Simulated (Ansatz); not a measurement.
All-electron LAPW in Ansatz 0.2.0 under PBE, scalar-relativistic, energies extrapolated to zero smearing. Slabs are 1×1 cells cut from bulk crystals relaxed on PAW files, with atoms then relaxed, 16 to 20 Å of vacuum, a dipole correction, k spacings of 0.16 to 0.26 Å⁻¹ and smearing of 0.02 to 0.1 eV, without spin–orbit coupling; Cr, Mn, Fe, Co, Ni, Eu and Gd start ferromagnetic, the others run without spin. The bulk type named needn't be the stable one, and no reconstruction is allowed.

| slab | area (Å²) | γ (J/m²) | Φ (eV) | Δd12 (%) |
| --- | --- | --- | --- | --- |
| bcc Mo (100), 6 layers | 9.99 | 3.19 | 3.85 | -13.1 |
| hcp Hf (0001), 6 layers | 8.89 | 1.73 | 4.33 | -6.3 |
| fcc Pt (111), 4 layers | 6.83 | 1.48 | 5.67 | ? |
| bcc Ba (110), 4 layers | 17.85 | 0.31 | 2.40 | -2.4 |
| hcp Co (0001), 4 layers | 5.38 | 2.12 | 4.96 | ? |
| bcc Ta (100), 4 layers | 11.02 | 2.74 | 3.84 | -9.2 |

Q: Fill in "Δd12 (%)" for the row "hcp Co (0001), 4 layers".

A: -3.3.

Q: Fill in "Δd12 (%)" for the row "fcc Pt (111), 4 layers".

A: 0.6.
